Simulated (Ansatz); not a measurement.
## Is this BP structure stable?

It was relaxed at this level from a cell as deposited in COD.

Method: DFT PBE, scalar-relativistic, plane waves, PAW (Ansatz). The final run on the 2-atom cell used 420 eV, a Γ-centred 10×10×10 mesh, 0.02 eV smearing and no spin polarisation.

```yaml
crystal:
  lattice:
    - [0.00000, 2.27415, 2.27415]
    - [2.27415, 0.00000, 2.27415]
    - [2.27415, 2.27415, 0.00000]
  atoms:
    - { symbol: B, position: [0.00000, 0.00000, 0.00000] }
    - { symbol: P, position: [0.75000, 0.75000, 0.75000] }
```

Energies over the elements count from the elements' standard structures at the same level, with no fitted energy shifts. The references include black phosphorus.

Task: These tests were run: energy against the elements; random kick, then relaxation without symmetry; phonons on a 4×4×4 q mesh; elastic tensor. What do they show?

Result:

```tsv
test	result
energy against the elements	−0.429 eV/atom
random kick, then relaxation without symmetry	returns
phonons on a 4×4×4 q mesh	no imaginary mode on the mesh
elastic tensor	least eigenvalue 185 GPa
```

It fails none of these tests. Competing phases weren't compared here.

The reference form of P is held partly by dispersion forces, which this level lacks. The kick test ran on a coarse mesh. The run for the phonons used a 12×12×12 k mesh. The run for the elastic tensor used a 12×12×12 k mesh.
